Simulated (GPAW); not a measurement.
# PbS (Galena) (Fm-3m) in GPAW: further runs, part 2 of 2

GPAW 26.7.0.

### 4 Band structure, PBEint, spin-orbit coupling, no magnetisation

Contents of run.py:

```python
import numpy as np
from ase import Atoms
from ase.dft.bandgap import bandgap
from ase.io import write
from ase.units import GPa
from gpaw import GPAW, PW, setup_paths
from gpaw.spinorbit import soc_eigenstates

setup_paths.insert(0, '.')

atoms = Atoms(['Pb', 'S'],
              cell=[[0.0, 2.96575, 2.96575],
                    [2.96575, 0.0, 2.96575],
                    [2.96575, 2.96575, 0.0]],
              scaled_positions=[[0.0, 0.0, 0.0],
                                [0.5, 0.5, 0.5]],
              pbc=True)

calc = GPAW(mode=PW(600),
            xc='GGA_X_PBEINT+GGA_C_PBEINT',
            kpts={'size': (6, 6, 6), 'gamma': True},
            occupations={'name': 'fermi-dirac', 'width': 0.05},
            nbands=19,
            convergence={'density': 1e-05, 'energy': 1e-05},
            maxiter=150,
            txt='gpaw.txt')
atoms.calc = calc
energy = atoms.get_potential_energy()
forces = atoms.get_forces()
stress = atoms.get_stress()
calc.write('gs.gpw')
write('result.traj', atoms)
print(f'Energy: {energy:.6f} eV')
print('Forces (eV/A):')
print(forces.round(4))
print('Stress (GPa):', (stress / GPa).round(3))
print('Fermi level:', round(calc.get_fermi_level(), 4), 'eV')
print(f'Gap: {bandgap(calc)[0]:.4f} eV, direct: {bandgap(calc, direct=True)[0]:.4f} eV')

path = atoms.cell.bandpath('GXWKGLUWLK,UX', npoints=60, eps=1e-4)
bs_calc = calc.fixed_density(kpts=path, symmetry='off', nbands=31,
                             convergence={'bands': 'CBM+6.0', 'eigenstates': 1e-6}, txt='bands.txt')
bs = bs_calc.band_structure()
bs.write('bs.json')
print(f'Gap on the path: {bandgap(bs_calc)[0]:.4f} eV')

soc = soc_eigenstates(bs_calc, theta=0, phi=0)
np.savetxt('soc_bands.dat', soc.eigenvalues(), fmt='%.4f')
mesh = soc_eigenstates('gs.gpw', theta=0, phi=0)
np.savetxt('soc_mesh.dat', mesh.eigenvalues(), fmt='%.4f')
print('Fermi level with spin-orbit coupling:', round(mesh.fermi_level, 4), 'eV')
```

Potentials or basis: PAW data sets generated in the run's folder for this functional, pw.

Launch:

```sh
> gpaw-setup -f GGA_X_PBEINT+GGA_C_PBEINT Pb S
> OMP_NUM_THREADS=1 python run.py
```

gpaw.txt:

```text
__  _  _
 | _ |_)|_||  |
 |__||  | ||/\| - 26.7.0

Input parameters:
  mode=PW(ecut=600.0),
  convergence={'density': 1e-05, 'energy': 1e-05},
  kpts=MonkhorstPack(size=(6, 6, 6), gamma=True),
  maxiter=150,
  nbands=19,
  occupations=Occupations(name='fermi-dirac', width=0.05),
  xc=XC(name='GGA_X_PBEINT+GGA_C_PBEINT')

Diagonalizing LCAO Hamiltonian
Converting LCAO to pw mode

                S

       Pb

Atoms  # Å, Bohr magnetons
|   | symbol |        x |        y |        z |    initial magnetic moments |
|---|--------|----------|----------|----------|-----------------------------|
| 0 |     Pb | 0.000000 | 0.000000 | 0.000000 | ( 0.0000,  0.0000,  0.0000) |
| 1 |      S | 2.965750 | 2.965750 | 2.965750 | ( 0.0000,  0.0000,  0.0000) |

Unit cell  # Å
| periodic |        x |        y |        z |  lengths |    angles |
|----------|----------|----------|----------|----------|-----------|
|      yes | 0.000000 | 2.965750 | 2.965750 | 4.194204 | 60.000000 |
|      yes | 2.965750 | 0.000000 | 2.965750 | 4.194204 | 60.000000 |
|      yes | 2.965750 | 2.965750 | 0.000000 | 4.194204 | 60.000000 |

Number of symmetries: 48
Symmetry operations  # r_c * U_cc + t_c -> r_c
|    | kind |            matrix            |
|----|------|------------------------------|
|  0 |  σ   |  1, 0, 0,  1, 0,-1,  1,-1, 0 |
|  1 |  C2  |  1, 0, 0,  1,-1, 0,  1, 0,-1 |
|  2 |  E   |  1, 0, 0,  0, 1, 0,  0, 0, 1 |
|  3 |  σ   |  1, 0, 0,  0, 0, 1,  0, 1, 0 |
|  4 |  C4  |  1, 0,-1,  1, 0, 0,  1,-1, 0 |
|  5 |  S6  |  1, 0,-1,  1,-1, 0,  1, 0, 0 |
|  6 |  σ   |  1, 0,-1,  0, 1,-1,  0, 0,-1 |
|  7 |  C3  |  1, 0,-1,  0, 0,-1,  0, 1,-1 |
|  8 |  S6  |  1,-1, 0,  1, 0, 0,  1, 0,-1 |
|  9 |  C4  |  1,-1, 0,  1, 0,-1,  1, 0, 0 |
| 10 |  C3  |  1,-1, 0,  0,-1, 1,  0,-1, 0 |
| 11 |  σ   |  1,-1, 0,  0,-1, 0,  0,-1, 1 |
| 12 |  σ   |  0, 1, 0,  1, 0, 0,  0, 0, 1 |
| 13 |  C4  |  0, 1, 0,  0, 1,-1, -1, 1, 0 |
| 14 |  C3  |  0, 1, 0,  0, 0, 1,  1, 0, 0 |
| 15 |  S6  |  0, 1, 0, -1, 1, 0,  0, 1,-1 |
| 16 |  C2  |  0, 1,-1,  1, 0,-1,  0, 0,-1 |
| 17 |  σ   |  0, 1,-1,  0, 1, 0, -1, 1, 0 |
| 18 |  S4  |  0, 1,-1,  0, 0,-1,  1, 0,-1 |
| 19 |  C4  |  0, 1,-1, -1, 1, 0,  0, 1, 0 |
| 20 |  C3  |  0, 0, 1,  1, 0, 0,  0, 1, 0 |
| 21 |  σ   |  0, 0, 1,  0, 1, 0,  1, 0, 0 |
| 22 |  S6  |  0, 0, 1,  0,-1, 1, -1, 0, 1 |
| 23 |  C4  |  0, 0, 1, -1, 0, 1,  0,-1, 1 |
| 24 |  S4  |  0, 0,-1,  1, 0,-1,  0, 1,-1 |
| 25 |  C3  |  0, 0,-1,  0, 1,-1,  1, 0,-1 |
| 26 |  C2  |  0, 0,-1,  0,-1, 0, -1, 0, 0 |
| 27 |  S6  |  0, 0,-1, -1, 0, 0,  0,-1, 0 |
| 28 |  S4  |  0,-1, 1,  1,-1, 0,  0,-1, 0 |
| 29 |  C4  |  0,-1, 1,  0, 0, 1, -1, 0, 1 |
| 30 |  C2  |  0,-1, 1,  0,-1, 0,  1,-1, 0 |
| 31 |  σ   |  0,-1, 1, -1, 0, 1,  0, 0, 1 |
| 32 |  C3  |  0,-1, 0,  1,-1, 0,  0,-1, 1 |
| 33 |  S6  |  0,-1, 0,  0, 0,-1, -1, 0, 0 |
| 34 |  S4  |  0,-1, 0,  0,-1, 1,  1,-1, 0 |
| 35 |  C2  |  0,-1, 0, -1, 0, 0,  0, 0,-1 |
| 36 |  C2  | -1, 1, 0,  0, 1, 0,  0, 1,-1 |
| 37 |  S6  | -1, 1, 0,  0, 1,-1,  0, 1, 0 |
| 38 |  S4  | -1, 1, 0, -1, 0, 1, -1, 0, 0 |
| 39 |  C3  | -1, 1, 0, -1, 0, 0, -1, 0, 1 |
| 40 |  S6  | -1, 0, 1,  0, 0, 1,  0,-1, 1 |
| 41 |  C2  | -1, 0, 1,  0,-1, 1,  0, 0, 1 |
| 42 |  C3  | -1, 0, 1, -1, 1, 0, -1, 0, 0 |
| 43 |  S4  | -1, 0, 1, -1, 0, 0, -1, 1, 0 |
| 44 |  C2  | -1, 0, 0,  0, 0,-1,  0,-1, 0 |
| 45 |  i   | -1, 0, 0,  0,-1, 0,  0, 0,-1 |
| 46 |  σ   | -1, 0, 0, -1, 1, 0, -1, 0, 1 |
| 47 |  C2  | -1, 0, 0, -1, 0, 1, -1, 1, 0 |

BZ-sampling:
  Number of BZ points: 216
  Number of IBZ points: 16

  Monkhorst-Pack size: [6, 6, 6]
  Monkhorst-Pack shift: [0.08333333333333333, 0.08333333333333333, 0.08333333333333333]

K-points  # in reciprocal-cell coordinates
|     |                                coordinates |     weight |
|-----|--------------------------------------------|------------|
|   0 | (  0.00000000,   0.00000000,   0.00000000) | 0.00462963 |
|   1 | (  0.16666667,   0.16666667,   0.00000000) | 0.02777778 |
|   2 | (  0.16666667,   0.16666667,   0.16666667) | 0.03703704 |
|   3 | (  0.33333333,   0.16666667,   0.16666667) | 0.05555556 |
|   4 | (  0.33333333,   0.33333333,  -0.33333333) | 0.05555556 |
|   5 | (  0.33333333,   0.33333333,   0.00000000) | 0.02777778 |
|   6 | (  0.33333333,   0.33333333,   0.16666667) | 0.11111111 |
|   7 | (  0.33333333,   0.33333333,   0.33333333) | 0.03703704 |
|   8 | (  0.50000000,   0.33333333,  -0.33333333) | 0.11111111 |
|   9 | (  0.50000000,   0.33333333,  -0.16666667) | 0.05555556 |
| ... |                                            |            |
|  15 | (  0.50000000,   0.50000000,   0.50000000) | 0.01851852 |

Plane wave coefficients: 1807
Cutoff: 600.0 eV

Spin-components: 1 (collinear spins)
Bands:           19
Projectors:      11
Spin-degeneracy: 2
Datatype:        complex128

Parallelization:
  kpt:    1
  domain: 1
  band:   1

Density:
  Valence electrons: 20.0
  Components: 1
  Grid points: [24 24 24]
  Charge: 0.0  # |e|

Potential:
  Grid points: [24 24 24]

species:
  Pb:
    name:    Lead
    Z:       82.0
    valence: 14
    core:    68
    charge:  0.0  # [|e|]
    compensation charges:
      type: gauss
      rc: 0.38  # [Å]
      lmax: 2
    cutoffs:
      filter: 2.36  # [Å]
      core: 2.43  # [Å]
    projectors
    | kind |    occ | energy [eV] | rcut [Å] |
    |------|--------|-------------|----------|
    |   6s |  2.000 |     -11.952 |    1.259 |
    |   6p |  2.000 |      -3.456 |    1.275 |
    |   5d | 10.000 |     -21.169 |    1.217 |
    |    s |        |      15.259 |    1.259 |
    |    p |        |      23.756 |    1.275 |
    |    d |        |       6.043 |    1.217 |

    Using partial waves for Pb as LCAO basis

  S:
    name:    Sulfur
    Z:       16.0
    valence: 6
    core:    10
    charge:  0.0  # [|e|]
    compensation charges:
      type: gauss
      rc: 0.24  # [Å]
      lmax: 2
    cutoffs:
      filter: 1.77  # [Å]
      core: 1.66  # [Å]
    projectors
    | kind |    occ | energy [eV] | rcut [Å] |
    |------|--------|-------------|----------|
    |   3s |  2.000 |     -17.162 |    0.974 |
    |   3p |  4.000 |      -6.943 |    0.979 |
    |    s |        |      10.049 |    0.974 |
    |    p |        |      20.268 |    0.979 |
    |    d |        |       0.000 |    0.900 |

    Using partial waves for S as LCAO basis

Reference energy: -577968.845249  # eV

eigensolver:
  PPCG
  Converge bands: occupied
  niter=2

density mixing:
  MSR1-Mixer
  Pratt-step length: 0.05
  Maximum mixing coefficient: 0.75
  Old densities: 10
  SVD Regularization: 0.005
  Good broyden scale: 1.0
  Trust region scale: 1.0
  Backstep threshold: 4.0
  History deletion threshold: 6.0
  Fourier metric: weight=20.0, sigma=0.015

occupation numbers:
  Fermi-Dirac:
    width: 0.0500  # eV

poisson solver:
  ecut: 4800.0  # eV

xc functional:
  name: GGA_X_PBEINT+GGA_C_PBEINT with 2 nearest neighbor stencil

convergence criteria:
- Maximum integral of absolute [dens]ity change: 1e-05 electrons / valence electron
- Maximum [total energy] change in last 3 cyles: 1e-05 eV / valence electron
- Maximum integral of absolute [eigenst]ate change: 4e-08 eV^2 / valence electron
maximum number of iterations: 150

SCF iterations
|iter     | |      energy | eigst |  dens |
|---------|-|-------------|-------|-------|
|iter:   1| |   -9.712184 | -0.13 |       |
|iter:   2| |   -9.616980 | -1.97 | -1.18 |
|iter:   3| |   -9.323798 | -1.76 | -1.23 |
|iter:   4| |   -9.324210 | -3.81 | -1.82 |
|iter:   5| |   -9.324764 | -4.27 | -2.19 |
|iter:   6| |   -9.324800 | -5.60 | -3.18 |
|iter:   7| |   -9.324808c| -6.55 | -3.63 |
|iter:   8| |   -9.324808c| -7.66c| -4.54 |
|iter:   9| |   -9.324808c| -7.67c| -5.22c|

Converged in 9 steps
Energy contributions relative to reference atoms: (reference = -577968.845249)

Energy contributions:
  Kinetic:          16.591449
  Coulomb:         -17.292972
  Zero:              0.016417
  External:          0.000000
  Xc:               -8.639152
  Entropy:          -0.001100
  Spinorbit:         0.000000
  ----------------------------
  Free energy:      -9.325358
  Extrapolated:     -9.324808

dipole moment: (-25.081039, -25.081039, -25.081039)  # |e|*Ang

Fermi level: 6.336
Eigenvalues  # (at kpt = [0.000, 0.000, 0.000])
| band index |      eig [eV] | occ [0-2] |
|------------|---------------|-----------|
|          0 |       -10.593 |     2.000 |
|        ... |               |           |
|          2 |       -10.593 |     2.000 |
|          3 |       -10.584 |     2.000 |
|          4 |       -10.584 |     2.000 |
|          5 |        -7.421 |     2.000 |
|          6 |         0.214 |     2.000 |
|          7 |         3.986 |     2.000 |
[... 9 lines left out ...]
|         17 |        15.161 |     0.000 |
|         18 |        15.197 |     0.000 |

Gap: 0.234 eV
Transition (v -> c):
  (s=0, k=15, n=9, [0.50, 0.50, 0.50]) -> (s=0, k=15, n=10, [0.50, 0.50, 0.50])
No difference between direct/indirect transitions

Forces  # eV/Ang
|        x |       y |       z |
|----------|---------|---------|
| -0.00000 | 0.00000 | 0.00000 |  # Pb   0
|  0.00000 | 0.00000 | 0.00000 |  # S    1

Stress tensor  # eV/Ang^3
|        x |        y |        z |
|----------|----------|----------|
| 0.001795 | 0.000000 | 0.000000 |
| 0.000000 | 0.001795 | 0.000000 |
| 0.000000 | 0.000000 | 0.001795 |

# Writing to gs.gpw (mode='')
```

Wall time 19 s (1 thread of AMD EPYC 9R45 (Zen 5), shared host); peak memory 0.27 GiB.

Results:

```
Free energy             : -9.3254 eV
Pressure                : -0.3 GPa
Band gap on the k mesh  : 0.33 eV, direct
Band gap along the path : 0.41 eV, direct
```

Levels at the corners of the path, in eV from the valence-band top:
| point | band 17 | band 18 | band 19 | band 20 | band 21 | band 22 | band 23 | band 24 |
| --- | --- | --- | --- | --- | --- | --- | --- | --- |
| Γ | -1.70 | -1.70 | -1.70 | -1.70 | 3.48 | 3.48 | 6.61 | 6.61 |
| X | -3.33 | -3.33 | -2.93 | -2.93 | 4.11 | 4.11 | 4.60 | 4.60 |
| W | -3.94 | -3.94 | -0.65 | -0.65 | 2.17 | 2.17 | 4.87 | 4.87 |
| K | -2.68 | -2.68 | -2.10 | -2.10 | 3.16 | 3.16 | 4.50 | 4.50 |
| Γ | -1.70 | -1.70 | -1.70 | -1.70 | 3.48 | 3.48 | 6.61 | 6.61 |
| L | -1.41 | -1.41 | 0.00 | 0.00 | 0.41 | 0.41 | 1.90 | 1.91 |
| U | -2.68 | -2.68 | -2.10 | -2.10 | 3.16 | 3.16 | 4.50 | 4.50 |
| W | -3.94 | -3.94 | -0.65 | -0.65 | 2.17 | 2.17 | 4.87 | 4.87 |
| L | -1.41 | -1.41 | 0.00 | 0.00 | 0.41 | 0.41 | 1.90 | 1.91 |
| K | -2.68 | -2.68 | -2.10 | -2.10 | 3.16 | 3.16 | 4.50 | 4.50 |
| U | -2.68 | -2.68 | -2.10 | -2.10 | 3.16 | 3.16 | 4.50 | 4.50 |
| X | -3.33 | -3.33 | -2.93 | -2.93 | 4.11 | 4.11 | 4.60 | 4.60 |

Caveat: spin-orbit coupling was added after a scalar SCF, so levels and gaps hold it while energy, forces, pressure and moments don't; this program's spin-orbit splittings come out too wide for heavy elements.

### 5 Equation of state, PBE+D4

Contents of run.py:

```python
import spglib
from ase import Atoms
from ase.calculators.mixing import SumCalculator
from ase.eos import EquationOfState
from ase.io import Trajectory, read
from ase.units import GPa
from dftd4.ase import DFTD4
from gpaw import GPAW, PW

atoms = read('PbS.cif')
cell, positions, numbers = spglib.find_primitive(
    (atoms.cell[:], atoms.get_scaled_positions(), atoms.numbers), symprec=1e-4)
atoms = Atoms(numbers, cell=cell, scaled_positions=positions, pbc=True)

traj = Trajectory('eos.traj', 'w')
volumes, energies = [], []
for x in [0.94, 0.96, 0.98, 1.0, 1.02, 1.04, 1.06]:
    a = atoms.copy()
    a.set_cell(atoms.cell * x**(1 / 3), scale_atoms=True)
    calc = GPAW(mode=PW(600),
                xc='PBE',
                kpts={'size': (6, 6, 6), 'gamma': True},
                occupations={'name': 'fermi-dirac', 'width': 0.05},
                nbands=19,
                convergence={'density': 1e-05, 'energy': 1e-05},
                maxiter=150,
                txt=f'eos-{x:.2f}.txt')
    a.calc = SumCalculator([calc, DFTD4(method='pbe')])
    energies.append(a.get_potential_energy())
    volumes.append(a.get_volume())
    p = -a.get_stress()[:3].mean() / GPa
    calc.write(f'eos-{x:.2f}.gpw')
    traj.write(a)
    print(f'{x:.2f} {volumes[-1]:10.4f} A^3 {energies[-1]:14.6f} eV {p:9.3f} GPa', flush=True)

v0, e0, B = EquationOfState(volumes, energies, eos='birchmurnaghan').fit()
print(f'V0 = {v0:.4f} A^3, E0 = {e0:.6f} eV, B0 = {B / GPa:.2f} GPa')
```

Contents of PbS.cif:

```cif
data_PbS
_cell_length_a 5.93150000
_cell_length_b 5.93150000
_cell_length_c 5.93150000
_cell_angle_alpha 90.00000000
_cell_angle_beta 90.00000000
_cell_angle_gamma 90.00000000
_space_group_name_H-M_alt 'Fm-3m'
_space_group_name_Hall '-F 4 2 3'
_space_group_IT_number 225
loop_
_space_group_symop_operation_xyz
'x,y,z'
'-x,-y,-z'
'-y,x,z'
'y,-x,-z'
'-x,-y,z'
'x,y,-z'
'y,-x,z'
'-y,x,-z'
'x,-y,-z'
'-x,y,z'
'-y,-x,-z'
'y,x,z'
'-x,y,-z'
'x,-y,z'
'y,x,-z'
'-y,-x,z'
'z,x,y'
'-z,-x,-y'
'z,-y,x'
'-z,y,-x'
'z,-x,-y'
'-z,x,y'
'z,y,-x'
'-z,-y,x'
'-z,x,-y'
'z,-x,y'
'-z,-y,-x'
'z,y,x'
'-z,-x,y'
'z,x,-y'
'-z,y,x'
'z,-y,-x'
'y,z,x'
'-y,-z,-x'
'x,z,-y'
'-x,-z,y'
'-y,z,-x'
'y,-z,x'
'-x,z,y'
'x,-z,-y'
'-y,-z,x'
'y,z,-x'
'-x,-z,-y'
'x,z,y'
'y,-z,-x'
'-y,z,x'
'x,-z,y'
'-x,z,-y'
'x,y+1/2,z+1/2'
'-x,-y+1/2,-z+1/2'
'-y,x+1/2,z+1/2'
'y,-x+1/2,-z+1/2'
[... 63 lines left out ...]
'-z+1/2,y,-x+1/2'
'z+1/2,-x,-y+1/2'
'-z+1/2,x,y+1/2'
'z+1/2,y,-x+1/2'
'-z+1/2,-y,x+1/2'
'-z+1/2,x,-y+1/2'
'z+1/2,-x,y+1/2'
'-z+1/2,-y,-x+1/2'
'z+1/2,y,x+1/2'
'-z+1/2,-x,y+1/2'
'z+1/2,x,-y+1/2'
'-z+1/2,y,x+1/2'
'z+1/2,-y,-x+1/2'
'y+1/2,z,x+1/2'
'-y+1/2,-z,-x+1/2'
'x+1/2,z,-y+1/2'
'-x+1/2,-z,y+1/2'
'-y+1/2,z,-x+1/2'
'y+1/2,-z,x+1/2'
'-x+1/2,z,y+1/2'
'x+1/2,-z,-y+1/2'
'-y+1/2,-z,x+1/2'
'y+1/2,z,-x+1/2'
'-x+1/2,-z,-y+1/2'
'x+1/2,z,y+1/2'
'y+1/2,-z,-x+1/2'
'-y+1/2,z,x+1/2'
'x+1/2,-z,y+1/2'
'-x+1/2,z,-y+1/2'
'x+1/2,y+1/2,z'
'-x+1/2,-y+1/2,-z'
'-y+1/2,x+1/2,z'
'y+1/2,-x+1/2,-z'
'-x+1/2,-y+1/2,z'
'x+1/2,y+1/2,-z'
'y+1/2,-x+1/2,z'
'-y+1/2,x+1/2,-z'
'x+1/2,-y+1/2,-z'
'-x+1/2,y+1/2,z'
'-y+1/2,-x+1/2,-z'
'y+1/2,x+1/2,z'
'-x+1/2,y+1/2,-z'
'x+1/2,-y+1/2,z'
'y+1/2,x+1/2,-z'
'-y+1/2,-x+1/2,z'
'z+1/2,x+1/2,y'
'-z+1/2,-x+1/2,-y'
'z+1/2,-y+1/2,x'
'-z+1/2,y+1/2,-x'
'z+1/2,-x+1/2,-y'
'-z+1/2,x+1/2,y'
'z+1/2,y+1/2,-x'
'-z+1/2,-y+1/2,x'
'-z+1/2,x+1/2,-y'
'z+1/2,-x+1/2,y'
'-z+1/2,-y+1/2,-x'
'z+1/2,y+1/2,x'
'-z+1/2,-x+1/2,y'
'z+1/2,x+1/2,-y'
'-z+1/2,y+1/2,x'
'z+1/2,-y+1/2,-x'
'y+1/2,z+1/2,x'
'-y+1/2,-z+1/2,-x'
'x+1/2,z+1/2,-y'
'-x+1/2,-z+1/2,y'
'-y+1/2,z+1/2,-x'
'y+1/2,-z+1/2,x'
'-x+1/2,z+1/2,y'
'x+1/2,-z+1/2,-y'
'-y+1/2,-z+1/2,x'
'y+1/2,z+1/2,-x'
'-x+1/2,-z+1/2,-y'
'x+1/2,z+1/2,y'
'y+1/2,-z+1/2,-x'
'-y+1/2,z+1/2,x'
'x+1/2,-z+1/2,y'
'-x+1/2,z+1/2,-y'
loop_
_atom_site_label
_atom_site_type_symbol
_atom_site_symmetry_multiplicity
_atom_site_Wyckoff_symbol
_atom_site_fract_x
_atom_site_fract_y
_atom_site_fract_z
_atom_site_occupancy
Pb1 Pb 4 a 0.0000000000 0.0000000000 0.0000000000 1
S1 S 4 b 0.5000000000 0.0000000000 0.0000000000 1
```

Potentials or basis: GPAW PAW data sets (gpaw-data 1.2.1), pw.

Launch:

```sh
> OMP_NUM_THREADS=1 python run.py
```

Wall time 35 s (1 thread of AMD EPYC 9R45 (Zen 5), shared host); peak memory 0.25 GiB.

Results (log left out):

```yaml
Equilibrium_volume: "26.01 Å³/atom (rough: see the caveat)"
Bulk_modulus: 50 GPa (rough)
```

Energy against volume, from the lowest point:
```
volume (Å³/atom)  energy (meV/atom)
          24.521              17.04
          25.042               7.11
          25.564               1.55
          26.086               0.00
          26.607               2.05
          27.129               6.96
          27.651              12.17
```

Caveat: the fit is doubtful: noisy points or a state that changes with volume. Spin-orbit coupling is left out, which matters for the levels of Pb.

### 6 Summary

| task | level | potentials or basis | spin | band path | band points | spin axis theta (degrees) | spin axis phi (degrees) | soc after scf | V0 of scaled cells (Å³/atom) | B0 (GPa) |
| --- | --- | --- | --- | --- | --- | --- | --- | --- | --- | --- |
| equation of state | vdW-DF-cx | GPAW PAW data sets (gpaw-data 1.2.1), pw | off | - | - | - | - | - | 26.03 | 57 |
| equation of state | LDA | the program's PAW data sets (release 1.2.1) made for this functional, pw | off | - | - | - | - | - | 24.78 | 61 |
| band structure | PBEint | PAW data sets generated in the run's folder for this functional, pw | SOC, no magnetisation | GXWKGLUWLK,UX | 60 | 0 | 0 | second variation | - | - |
| equation of state | PBE+D4 | GPAW PAW data sets (gpaw-data 1.2.1), pw | off | - | - | - | - | - | - | - |

Alike in all rows: cell as given; k mesh 6 × 6 × 6; cutoff (eV) 600; smearing fermi-dirac 0.05 eV.

Caveats: the PAW data sets were made with another functional, which shifts forces and pressure a little (some runs); spin-orbit coupling was added after a scalar SCF, so levels and gaps hold it while energy, forces, pressure and moments don't (some runs); this program's spin-orbit splittings come out too wide for heavy elements (some runs); the fit is doubtful: noisy points or a state that changes with volume (some runs).

Total energies depend on the potentials used, so only differences within one code and one set of settings carry meaning.
